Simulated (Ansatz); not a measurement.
Pt under changes of volume

One of the cells (15.080 Å³/atom); the others are scaled copies at fixed shape and fractional positions:

```xyz
1
Lattice="0.0000 1.9609 1.9609 1.9609 0.0000 1.9609 1.9609 1.9609 0.0000" Properties=species:S:1:pos:R:3 pbc="T T T"
Pt    0.0000    0.0000    0.0000
```

| Quantity | Value |
| --- | --- |
| Program | Ansatz 0.2.0 |
| Functional | PBE-LDA |
| Potentials or basis | all-electron LAPW, scalar-relativistic |
| Cutoff | 251 eV (chosen from the basis error) |
| Basis error allowed | 0.002 eV/atom |
| k mesh | 9 × 9 × 9 |
| Occupations | cold, width 0.01 eV |
| Spin | non-collinear spin, random start |
| Starting moments | [[-0.051, -0.199, -0.079]] μB |

```csv
volume (Å³/atom),energy over the lowest point (meV/atom),pressure (GPa)
14.175,354.25,54.0
14.477,261.05,45.2
14.778,183.64,37.2
15.080,?,?
15.381,69.41,23.9
15.683,29.74,18.3
15.985,0.00,13.4
```

Question: What does the run at 15.080 Å³/atom give?

Answer: Energy over the lowest point 120.28 meV/atom; pressure 30.2 GPa.

Worked out: A Birch-Murnaghan fit of order 3 (a polynomial in V^(-2/3)) to the other rows has no minimum within the range. It gives 120.20 meV/atom at 15.080 Å³/atom, against the run's 120.28, and -dE/dV = 30.2 GPa, against 30.2.

Energies are extrapolated to zero smearing.

Caveats: the program listed the state as in doubt; the k mesh is thin for a metal, which can move the energy by tens of meV per atom.
